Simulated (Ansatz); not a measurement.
This SiO2 structure is the end of a relaxation. The cell was relaxed from a distorted copy of a database structure.

Method: Ansatz, DFT PBE, scalar-relativistic, plane waves, PAW. Cutoff 420 eV, Γ-centred mesh, Gaussian smearing, no spin polarisation.

```
CELL_PARAMETERS angstrom
0.00000 3.73036 3.73036
3.73036 0.00000 3.73036
3.73036 3.73036 0.00000
ATOMIC_POSITIONS crystal
Si 0.25000 0.25000 0.25000
Si 0.00000 0.00000 0.00000
O 0.12500 0.62500 0.12500
O 0.12500 0.12500 0.62500
O 0.12500 0.12500 0.12500
O 0.62500 0.12500 0.12500
```

Formation energies are uncorrected and refer to the elements' standard structures at the same level (O₂ as a molecule).

(1) What space group does it have?

(2) How far does it lie from the elements in energy?

(3) Is it a metal?

## Answers

(1) Fd-3m (No. 227), the beta-cristobalite type. Conventional cell: a = 7.461 Å. Around Si lie 4 O at 1.62 Å; O has 2 Si at 1.62 Å.

(2) −2.770 eV/atom.

(3) No, the gap on the 6×6×6 mesh is 5.37 eV.

The last run used a 6×6×6 mesh for its 6-atom cell and Gaussian smearing of 0.02 eV. Kohn–Sham gaps at this level usually fall short of measured ones. A structure relaxed within its symmetry needn't be a true minimum. Another cell of SiO2 relaxed alike, in Cc, lies 15 meV/atom lower, so this cell isn't the stable form at this level.
